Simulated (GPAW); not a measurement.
Crystal: Hf.

```
CELL_PARAMETERS angstrom
2.91381 0.00000 0.00000
0.00000 2.91381 0.00000
0.00000 0.00000 2.91381
ATOMIC_POSITIONS crystal
Hf 0.50000 0.50000 0.50000
```

The cell was built by a generator and needn't be a form met in nature.

Base run:

* Program: GPAW 26.7.0
* Functional: PW91
* Potentials or basis: PAW data sets generated in the run's folder for this functional
* Cutoff: 600 eV
* Basis: pw
* k mesh: 9 × 9 × 9
* Occupations: fermi-dirac, width 0.05 eV
* Spin: no spin polarisation

Its results: band gap on the k mesh none (metal or under the smearing width); pressure 0.2 GPa.

Problem. After a change of settings the same cell gave: band gap on the k mesh none (metal or under the smearing width); pressure 3.4 GPa. Which change was it?
A. functional from PW91 to BLYP
B. functional from PW91 to LDA; potentials or basis from PAW data sets generated in the run's folder for this functional to the program's PAW data sets (release 1.2.1) made for this functional
C. functional from PW91 to SCAN; potentials or basis from PAW data sets generated in the run's folder for this functional to GPAW PAW data sets (gpaw-data 1.2.1)
D. functional from PW91 to AM05

Solution. A.

BLYP binds less tightly than PW91, so the same cell stands under more pressure.

Runs at the PBE level aren't shown here.
